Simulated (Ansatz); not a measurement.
Runs of Ansatz 0.2.0 on HfB2. It takes space group P6/mmm (No. 191, hexagonal). Conventional cell: a = 3.140 Å, b = 3.140 Å, c = 3.480 Å, α = 90.00°, β = 90.00°, γ = 120.00°. Around Hf (site symmetry 6/mmm) lie 12 B at 2.51 Å. Around B (site symmetry -6m2) lie 3 B at 1.81 Å. 

| task | level | cell | k mesh | cutoff (eV) | points for each segment of the path | atoms under strain | gap on the mesh (eV) | pressure (GPa) | relaxed volume (Å³/atom) |
| --- | --- | --- | --- | --- | --- | --- | --- | --- | --- |
| relaxation of cell and atoms | BLYP+D4 | relaxed | 10 × 10 × 8 | 420 | - | - | none | 0.0 | 9.77 |
| band structure | r2SCAN | as given | 10 × 10 × 8 | 500 | 14 | - | none | (b) | - |
| relaxation of cell and atoms | revPBE | relaxed | 10 × 10 × 8 | 420 | - | - | - | 0.0 | 10.09 |
| elastic constants | LDA | as given | 7 × 7 × 6 | 420 | - | relaxed | none | -10.2 | - |
| band structure | RPBE | as given | 10 × 10 × 8 | 420 | 14 | - | none | (a) | - |

Alike in all rows: potentials or basis Ansatz PAW; no spin polarisation; smearing fermi-dirac 0.05 eV.

**Question.** Estimate the missing entries.

**Answer.** (a) 5.6; (b) -0.6.

Caveats: the PAW data sets come from PBE, with cores solved anew for the run's functional, which leaves a small shift of forces and pressure; the plane-wave basis is chosen anew once the cell has moved, so the energies of steps on either side of that aren't comparable (some runs); spin-orbit coupling is left out, which moves the levels of the heavy elements (some runs); pairwise dispersion overbinds metals, which lowers pressure and volume (some runs); the cell is more than 3 GPa from zero pressure, which shifts response properties (some runs); elastic constants of metals need much finer meshes, so these are rough (some runs).

A k mesh can miss the band edges, and the runs leave out spin-orbit coupling on Hf.

A gap of «none» marks a metal or a gap under the smearing width.

Runs at the PBE level aren't shown here.
